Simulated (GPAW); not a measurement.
# Magnetic state of Co2 Ru1 Co2 0001 from several starts

A self-consistent run ends on one state, which hangs on the start. Several orders of Co2 Ru1 Co2 0001 are started in GPAW and their energies compared.

Calculated with GPAW 26.7.0; PBE; plane waves with GPAW's PAW setups, scalar-relativistic.

## (1) Set-up

The cell holds 5 atoms: 4 Co and 1 Ru. Its edges and angles: a = 2.706 Å, b = 2.706 Å, c = 19.396 Å, α = 90.0°, β = 90.0°, γ = 120.0°. ideal sites on the substrate's mesh, layer spacings from atomic volumes, unrelaxed, 12 A of vacuum. Vacuum lies along c.

## (2) Start 1: ferro ++++

Parallel moments need no larger cell; this start tests for a ferromagnetic state only.

order1.py reads:

```python
import json
import numpy as np
from ase import Atoms
from ase.parallel import paropen, parprint
from gpaw import GPAW

atoms = Atoms(['Co', 'Co', 'Ru', 'Co', 'Co'],
    cell=[[2.706, 0.0, 0.0],
         [-1.353, 2.343465, 0.0],
         [0.0, 0.0, 19.3958]],
    scaled_positions=[[0.0, 0.0, 0.309345],
         [0.333333, 0.666667, 0.399591],
         [0.0, 0.0, 0.5],
         [0.333333, 0.666667, 0.600409],
         [0.0, 0.0, 0.690655]],
    pbc=True,
    magmoms=[1.8, 1.8, 0.0, 1.8, 1.8])
atoms.calc = GPAW(mode={'name': 'pw', 'ecut': 450},
    xc='PBE',
    kpts={'size': (20, 20, 1), 'gamma': True},
    occupations={'name': 'fermi-dirac', 'width': 0.05},
    convergence={'density': 1e-05, 'energy': 1e-05},
    maxiter=250,
    mixer={'name': 'pulay', 'beta': 0.03, 'nmaxold': 8, 'weight': 100},
    symmetry={'tolerance': 1e-4},
    txt='order1.txt')
e = atoms.get_potential_energy(force_consistent=True)
res = {'free_energy': e, 'energy_sigma0': atoms.get_potential_energy(), 'fermi_energy': atoms.calc.get_fermi_level()}
res['moments'] = atoms.get_magnetic_moments().tolist()
res['total'] = atoms.get_magnetic_moment()
parprint('site moments (muB):', np.round(res['moments'], 3))
parprint(f"total moment: {res['total']:.3f} muB")
parprint(f'free energy: {e:.6f} eV')
atoms.calc.write('order1.gpw')
with paropen('results.json', 'w') as f:
    json.dump(res, f)
```

The run is started by

```
$ OMP_NUM_THREADS=1 mpirun -n 4 gpaw python order1.py > order1.log
```

Numbers of over 12 decimals in the logs are rounded to 6 here.

Output:

```text
site moments (muB): [ 1.862  1.459 -0.067  1.459  1.862]
total moment: 6.438 muB
free energy: -39.250479 eV

--- order1.txt ---
Input parameters:
  mode=PW(ecut=450),
  convergence={'density': 1e-05, 'energy': 1e-05},
  kpts=MonkhorstPack(size=(20, 20, 1), gamma=True),
  maxiter=250,
  mixer=Pulay(name='pulay', nmaxold=8, beta=0.03, weight=100, sigma=0.015, g_ss=None),
  occupations=Occupations(name='fermi-dirac', width=0.05),
  symmetry=Symmetry(tolerance=0.0001),
  xc=XC(name='PBE')

Diagonalizing LCAO Hamiltonian
Converting LCAO to pw mode

       Co

        Co

       Ru
        Co

       Co

Atoms  # Å, Bohr magnetons
|   | symbol |         x |        y |         z |    initial magnetic moments |
|---|--------|-----------|----------|-----------|-----------------------------|
| 0 |     Co |  0.000000 | 0.000000 |  5.999994 | ( 0.0000,  0.0000,  1.8000) |
| 1 |     Co | -0.000001 | 1.562311 |  7.750387 | ( 0.0000,  0.0000,  1.8000) |
| 2 |     Ru |  0.000000 | 0.000000 |  9.697900 | ( 0.0000,  0.0000,  0.0000) |
| 3 |     Co | -0.000001 | 1.562311 | 11.645413 | ( 0.0000,  0.0000,  1.8000) |
| 4 |     Co |  0.000000 | 0.000000 | 13.395806 | ( 0.0000,  0.0000,  1.8000) |

Unit cell  # Å
| periodic |         x |        y |         z |   lengths |     angles |
|----------|-----------|----------|-----------|-----------|------------|
|      yes |  2.706000 | 0.000000 |  0.000000 |  2.706000 |  90.000000 |
|      yes | -1.353000 | 2.343465 |  0.000000 |  2.706000 |  90.000000 |
|      yes |  0.000000 | 0.000000 | 19.395800 | 19.395800 | 119.999997 |

Number of symmetries: 12

BZ-sampling:
  Number of BZ points: 400
  Number of IBZ points: 44

  Monkhorst-Pack size: [20, 20, 1]
  Monkhorst-Pack shift: [0.025, 0.025, 0.0]

K-points  # in reciprocal-cell coordinates
|     |                                coordinates |     weight |
|-----|--------------------------------------------|------------|
|   0 | ( -0.00000000,  -0.00000000,   0.00000000) | 0.00250000 |
|   1 | (  0.05000000,  -0.00000000,   0.00000000) | 0.01500000 |
|   2 | (  0.10000000,  -0.05000000,   0.00000000) | 0.01500000 |
|   3 | (  0.10000000,  -0.00000000,   0.00000000) | 0.01500000 |
|   4 | (  0.15000000,  -0.05000000,   0.00000000) | 0.03000000 |
|   5 | (  0.15000000,  -0.00000000,   0.00000000) | 0.01500000 |
|   6 | (  0.20000000,  -0.10000000,   0.00000000) | 0.01500000 |
|   7 | (  0.20000000,  -0.05000000,   0.00000000) | 0.03000000 |
|   8 | (  0.20000000,  -0.00000000,   0.00000000) | 0.01500000 |
|   9 | (  0.25000000,  -0.10000000,   0.00000000) | 0.03000000 |
| ... |                                            |            |
|  43 | (  0.50000000,   0.50000000,   0.00000000) | 0.00750000 |

Plane wave coefficients: 2707
Cutoff: 450.000000 eV

Spin-components: 2 (collinear spins)
Bands:           40
Projectors:      30
Spin-degeneracy: 1
Datatype:        complex128

Parallelization:
  kpt:    4
  domain: 1
  band:   1

Density:
  Valence electrons: 52.0
  Components: 2
  Grid points: [14 14 96]
  Charge: 0.0  # |e|

Potential:
  Grid points: [14 14 96]

species:
  Co:
    name:    Cobalt
    Z:       27.0
    valence: 9
    core:    18
    charge:  0.0  # [|e|]
    compensation charges:
      type: gauss
      rc: 0.32  # [Å]
      lmax: 2
    cutoffs:
      filter: 1.87  # [Å]
      core: 2.55  # [Å]
    projectors
    | kind |    occ | energy [eV] | rcut [Å] |
    |------|--------|-------------|----------|
    |   4s |  2.000 |      -5.469 |    1.005 |
    |   4p |  0.000 |      -1.277 |    1.058 |
    |   3d |  7.000 |      -8.205 |    1.005 |
    |    s |        |      21.742 |    1.005 |
    |    p |        |      25.934 |    1.058 |
    |    d |        |      19.007 |    1.005 |

    Using partial waves for Co as LCAO basis

  Ru:
    name:    Ruthenium
    Z:       44.0
    valence: 16
    core:    28
    charge:  0.0  # [|e|]
    compensation charges:
      type: gauss
      rc: 0.39  # [Å]
      lmax: 2
    cutoffs:
      filter: 2.16  # [Å]
      core: 1.30  # [Å]
    projectors
    | kind |    occ | energy [eV] | rcut [Å] |
    |------|--------|-------------|----------|
    |   4s |  2.000 |     -76.316 |    1.281 |
    |   5s |  1.000 |      -4.236 |    1.281 |
    |   4p |  6.000 |     -46.423 |    1.286 |
    |   5p |  0.000 |      -0.913 |    1.286 |
    |   4d |  7.000 |      -5.203 |    1.254 |
    |    d |        |      22.008 |    1.254 |

    Using partial waves for Ru as LCAO basis

Reference energy: -274855.964606  # eV

eigensolver:
  PPCG
  Converge bands: occupied
  niter=2

density mixing:
  Pulay-Mixer
  Linear mixing parameters: 0.03
  Old densities: 8
  Fourier metric: weight=100, sigma=0.015

occupation numbers:
  Fermi-Dirac:
    width: 0.0500  # eV

poisson solver:
  ecut: 3600.000000  # eV

xc functional:
  name: PBE with 2 nearest neighbor stencil

convergence criteria:
- Maximum integral of absolute [dens]ity change: 1e-05 electrons / valence electron
- Maximum [total energy] change in last 3 cyles: 1e-05 eV / valence electron
- Maximum integral of absolute [eigenst]ate change: 4e-08 eV^2 / valence electron
maximum number of iterations: 250

SCF iterations
|iter     |      energy | eigst |  dens |  magmom |
|---------|-------------|-------|-------|---------|
|iter:   1|       0s |  -44.087968 | +0.28 |       |  +7.2111|
|iter:   2|       3s |  -41.319415 | -1.07 | -0.74 |  +7.1311|
|iter:   3|       6s |  -40.452442 | -1.86 | -0.86 |  +7.1105|
|iter:   4|       9s |  -39.904199 | -2.06 | -1.05 |  +7.0637|
|iter:   5|      12s |  -39.217257 | -1.22 | -1.12 |  +6.9138|
|iter:   6|      14s |  -39.190652 | -2.24 | -1.33 |  +6.8987|
|iter:   7|      17s |  -39.200376 | -3.25 | -1.35 |  +6.9066|
|iter:   8|      20s |  -39.176470 | -1.83 | -1.34 |  +6.7023|
|iter:   9|      23s |  -39.175010 | -2.27 | -1.60 |  +6.6981|
|iter:  10|      26s |  -39.198672 | -2.95 | -1.62 |  +6.6019|
[... 25 iterations left out ...]
|iter:  36|      90s |  -39.231923c| -8.73c| -4.36 |  +6.4373|
|iter:  37|      91s |  -39.231923c| -8.09c| -4.39 |  +6.4376|
|iter:  38|      93s |  -39.231923c| -8.42c| -4.54 |  +6.4376|
|iter:  39|      94s |  -39.231923c| -8.10c| -4.61 |  +6.4378|
|iter:  40|      96s |  -39.231923c| -8.41c| -4.86 |  +6.4379|
|iter:  41|      97s |  -39.231923c| -8.88c| -4.95 |  +6.4379|
|iter:  42|      99s |  -39.231923c| -9.28c| -4.95 |  +6.4379|
|iter:  43|     100s |  -39.231923c| -9.52c| -4.94 |  +6.4379|
|iter:  44|     101s |  -39.231923c| -8.55c| -4.94 |  +6.4379|
|iter:  45|     103s |  -39.231923c| -9.05c| -5.39c|  +6.4379|

Converged in 45 steps
Energy contributions relative to reference atoms: (reference = -274855.964606)

Energy contributions:
  Kinetic:          29.653579
  Coulomb:         -27.858405
  Zero:              0.782721
  External:          0.000000
  Xc:              -41.791262
  Entropy:          -0.037112
  Spinorbit:         0.000000
  ----------------------------
  Free energy:     -39.250479
  Extrapolated:    -39.231923

dipole moment: (-16.000179, -18.496434, -0.000040)  # |e|*Ang

Total magnetic moment: (0.000000, 0.000000, 6.437932)

Local magnetic moments
|        x |        y |         z |
|----------|----------|-----------|
| 0.000000 | 0.000000 |  1.861671 |  # Co   0
| 0.000000 | 0.000000 |  1.459054 |  # Co   1
| 0.000000 | 0.000000 | -0.067107 |  # Ru   2
| 0.000000 | 0.000000 |  1.459054 |  # Co   3
| 0.000000 | 0.000000 |  1.861671 |  # Co   4

Fermi level: 2.982
Eigenvalues  # (at kpt = [-0.000, -0.000, 0.000])
| band index |      eig [eV] | occ [0-1] |      eig [eV] | occ [0-1] |
|------------|---------------|-----------|---------------|-----------|
|          0 |       -69.939 |     1.000 |       -69.970 |     1.000 |
|        ... |               |           |               |           |
|         20 |         0.786 |     1.000 |         2.122 |     1.000 |
|         21 |         0.981 |     1.000 |         2.644 |     0.999 |
|         22 |         1.069 |     1.000 |         2.644 |     0.999 |
|         23 |         1.069 |     1.000 |         2.662 |     0.998 |
|         24 |         1.264 |     1.000 |         2.723 |     0.994 |
|         25 |         1.451 |     1.000 |         3.163 |     0.026 |
|         26 |         1.451 |     1.000 |         3.163 |     0.026 |
|         27 |         1.988 |     1.000 |         3.530 |     0.000 |
|         28 |         1.988 |     1.000 |         3.682 |     0.000 |
|         29 |         2.334 |     1.000 |         3.682 |     0.000 |
|         30 |         2.334 |     1.000 |         3.851 |     0.000 |
|         31 |         3.318 |     0.001 |         3.851 |     0.000 |
|         32 |         3.581 |     0.000 |         4.040 |     0.000 |
|         33 |         3.581 |     0.000 |         4.040 |     0.000 |
|         34 |         4.451 |     0.000 |         4.565 |     0.000 |
|         35 |         7.147 |     0.000 |         7.155 |     0.000 |
|        ... |               |           |               |           |
|         39 |        13.631 |     0.000 |        13.950 |     0.000 |

No gap
No difference between direct/indirect transitions
```

It took 1.8 min on 4 MPI ranks of Arm Neoverse V2, shared host; peak memory 0.93 GiB.

Spin moment in the augmentation sphere by atom:

```
atom  spin moment in the augmentation sphere (μB)
 Co1                                         1.86
 Co2                                         1.46
 Ru3                                        -0.07
 Co4                                         1.46
 Co5                                         1.86
```

Read from the output:

| Property | Result |
| --- | --- |
| magnetization | 6.438 μB |
| final state | ferromagnetic |

After 45 cycles the largest moment stands at 1.86 μB.

(Continued in part 2 of 2.)

[Logs and program files are shortened in this print: banners, set-up blocks, solver, clock and traceback lines can be left out without a mark of their own.]

[Logs are printed without paths, hosts, clocks, repeated set-up lines and the standing remarks that a program may print on its own settings, such as how far it seeks lower states.]

[Hosts, paths, dates, database ids (printed as entryN), source tags and the programs' standing remarks are cut or masked in the printed files.]

[Where a cell is said to come from a database of computed structures, the database is the Materials Project.]
